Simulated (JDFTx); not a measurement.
Runs of JDFTx 1.7.0 (patched build) on MgS (Niningerite). It takes space group Fm-3m (No. 225, cubic). Conventional cell: a = 5.203 Å, b = 5.203 Å, c = 5.203 Å, α = 90.00°, β = 90.00°, γ = 90.00°. S (site symmetry m-3m) has 6 Mg at 2.60 Å as nearest neighbours. Around Mg (site symmetry m-3m) lie 6 S at 2.60 Å. 

```tsv
task	level	potentials or basis	k mesh	cutoff (eV)	smearing	band ratio of the Davidson solver	local potential set to -Z/r beyond	density cutoff over wavefunction cutoff	max SCF steps	SCF threshold on the energy	mesh quality	gap on the mesh (eV)	pressure (GPa)	V0 of scaled cells (Å³/atom)	B0 (GPa)
single point	PBE	PseudoDojo-SR-PBE-0.5-standard	9 × 9 × 9	1143	fermi-dirac 0.05 eV	-	-	4	100	1e-08 Ha	not flagged	2.92	1.2	-	-
equation of state	LDA	PseudoDojo-SR-LDA-0.4.1-standard with smoothed tails	9 × 9 × 9	1143	fermi-dirac 0.05 eV	-	6 bohr	8	100	1e-09 Ha	not flagged	-	-	16.89	(c)
equation of state	PBEsol	PseudoDojo-SR-PBEsol-0.4.1-standard with smoothed tails	9 × 9 × 9	1143	fermi-dirac 0.05 eV	-	6 bohr	8	100	1e-09 Ha	not flagged	-	-	17.41	78
single point	LDA	SG15-PBE-1.2 with smoothed tails	4 × 4 × 4	1088	fermi-dirac 0.05 eV	-	6 bohr	8	100	1e-09 Ha	coarse	2.43	-2.6	-	-
single point	PBEsol+D3(BJ)	PseudoDojo-SR-PBEsol-0.4.1-standard with smoothed tails	9 × 9 × 9	1143	gaussian 0.1 eV	-	6 bohr	8	100	1e-09 Ha	not flagged	2.83	-3.7	-	-
equation of state	RPBE	PseudoDojo-SR-PBE-0.5-standard	9 × 9 × 9	1143	fermi-dirac 0.05 eV	-	-	8	100	1e-09 Ha	not flagged	-	-	18.37	(b)
equation of state	r2SCAN	SG15-PBE-1.2 with smoothed tails	9 × 9 × 9	1088	fermi-dirac 0.05 eV	-	6 bohr	8	100	1e-09 Ha	not flagged	-	-	17.74	79
single point	PBEsol	SG15-PBE-1.2 with smoothed tails	4 × 4 × 4	1088	fermi-dirac 0.05 eV	-	6 bohr	8	100	1e-09 Ha	coarse	2.68	(a)	-	-
equation of state	PBE	PseudoDojo-SR-PBE-0.5-standard	9 × 9 × 9	1143	fermi-dirac 0.05 eV	-	-	4	100	1e-08 Ha	not flagged	-	-	17.90	74
```

Alike in all rows: no spin polarisation; cell as given.

Estimate the missing entries.

(a) -0.1; (b) 70; (c) 83.

Caveats: some runs use coarse meshes; the potentials were made for another functional, which shifts forces and pressure (some runs); the empty levels aren't tightly converged (some runs); an odd mesh through Γ misses points on the zone boundary, where band edges often lie (some runs).

Not every run made on this cell is shown here.
